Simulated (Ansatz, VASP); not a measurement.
## Two plane-wave programs on Os

Contents of INCAR:

```
PREC = Accurate
ENCUT = 520
EDIFF = 1E-6
ISMEAR = 0
SIGMA = 0.012
LREAL = False
LASPH = True
NELM = 80
ALGO = Fast
ISIF = 2
LWAVE = False
LCHARG = False
GGA = PE
NBANDS = 15
```

The input KPOINTS:

```
Automatic mesh
0
Gamma
  11 11 6
```

File POSCAR:

```
Os
1.0
    2.7341000000      0.0000000000      0.0000000000
   -1.3670500000      2.3678000565      0.0000000000
    0.0000000000      0.0000000000      4.3197000000
Os
2
Direct
    0.6666666667      0.3333333333      0.7500000000
    0.3333333333      0.6666666667      0.2500000000
```

input.yaml

```yaml
crystal:
  lattice:
    - [2.7341, 0.0, 0.0]
    - [-1.36705, 2.3678000565, 0.0]
    - [0.0, 0.0, 4.3197]
  atoms:
    - { symbol: Os, position: [0.6666666667, 0.3333333333, 0.75] }
    - { symbol: Os, position: [0.3333333333, 0.6666666667, 0.25] }
hamiltonian:
  xc: pbe
  pseudopotentials: { kind: paw }
kpoints:
  mp_grid: { grid: [11, 11, 6] }
scf:
  occupations: { method: gaussian, width: 0.012 }
output:
  forces: true
  stress: true
  eigenvalues: true
```

Alike in both runs: task single point; functional PBE; k mesh 11 × 11 × 6; occupations gaussian, width 0.012 eV; no spin polarisation.

|  | VASP | Ansatz |
| --- | --- | --- |
| version | VASP 6.6.1 | Ansatz 0.2.0 |
| potentials or method | VASP PAW PBE potentials, release 64 (Os) | Ansatz PAW |
| plane-wave cutoff (eV) | 520 | 420 |
| valence electrons in the cell | 16 | 32 |

|  | VASP | Ansatz | Ansatz less VASP |
| --- | --- | --- | --- |
| gap on the k mesh at the Fermi level (eV) | none | none | - |
| pressure (GPa) | 8.7 | 8.8 | +0.01 |
| largest component of the traceless stress (GPa) | 0.19 | 0.21 | +0.020 |

A gap of «none» marks a metal or a gap that the smearing closes. The functional is the same, so the differences come from potentials, cutoffs and numerics. The two sets of potentials don't hold the same shells in valence.

The runs have no spin-orbit coupling, so splittings on Os are missing.
